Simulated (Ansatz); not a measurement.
# Cd under changes of volume

One of the cells (21.585 Å³/atom); the others are scaled copies at fixed shape and fractional positions:

```
Cd
1.0
     2.97887    0.00000    0.00000
    -1.48944    2.57978    0.00000
     0.00000    0.00000    5.61765
Cd
2
Direct
  0.66667 0.33333 0.75000
  0.33333 0.66667 0.25000
```

- Program: Ansatz 0.2.0
- Functional: PBEsol
- Potentials or basis: Ansatz PAW
- Cutoff: 420 eV (not typed: the program's choice for these potentials)
- k mesh: 10 × 10 × 5
- Occupations: fermi-dirac, width 0.05 eV
- Spin: no spin polarisation

```csv
volume (Å³/atom),energy over the lowest point (meV/atom),pressure (GPa)
20.290,5.11,2.4
20.722,?,?
21.154,0.00,-0.4
21.585,2.69,-1.6
22.017,8.29,-2.6
22.449,16.40,-3.4
22.880,26.70,-4.2
```

Task: What does the run at 20.722 Å³/atom give?

Result: Energy over the lowest point 0.64 meV/atom; pressure 0.9 GPa.

Worked out: A Birch-Murnaghan fit of order 3 (a polynomial in V^(-2/3)) to the other rows has its minimum at 21.01 Å³/atom with B0 = V·E''(V) = 63 GPa and B' = 5.7 at fixed shape and positions, which overstates the stiffness. It gives 0.64 meV/atom at 20.722 Å³/atom, against the run's 0.64, and -dE/dV = 0.9 GPa, against 0.9.

Energies are extrapolated to zero smearing.

Caveats: the PAW data sets come from PBE, with cores solved anew for the run's functional, which leaves a small shift of forces and pressure.
